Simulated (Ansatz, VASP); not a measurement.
One calculation of BN, two programs

```
B N
1.0
     2.50433    0.00000    0.00000
    -1.25217    2.16881    0.00000
     0.00000    0.00000    7.07272
B N
2 2
Direct
  0.33333 0.66667 0.25000
  0.66667 0.33333 0.75000
  0.33333 0.66667 0.75000
  0.66667 0.33333 0.25000
```

Alike in both runs: functional PBEsol; k mesh 12 × 12 × 4; occupations gaussian, width 0.02 eV; no spin polarisation.

Ansatz relaxed the structure, and its values are those at the end. VASP's run is a single point on that final structure, the one shown.

|  | VASP | Ansatz |
| --- | --- | --- |
| version | VASP 6.6.1 | Ansatz 0.2.0 |
| potentials or method | VASP PAW PBE potentials, release 64 (B, N) | scalar-relativistic, plane waves, PAW |
| plane-wave cutoff (eV) | 520 | 420 |
| valence electrons in the cell | 16 | 16 |

VASP gave:

- gap on the k mesh at the Fermi level (eV): 4.27
- least direct gap on the mesh (eV): 4.60
- pressure (GPa): 0.3

Problem. Which values does Ansatz return?

Solution. gap on the k mesh at the Fermi level (eV): 4.28; least direct gap on the mesh (eV): 4.60; pressure (GPa): 0.0.

Caveats: the PAW data sets were made with another functional, which shifts forces and pressure a little (VASP); this functional lacks dispersion, which binds the layers, so the pressure and a relaxed spacing across them are unreliable. A k mesh can miss the band edges. PBEsol gaps usually lie below the measured ones, often by a third to a half.
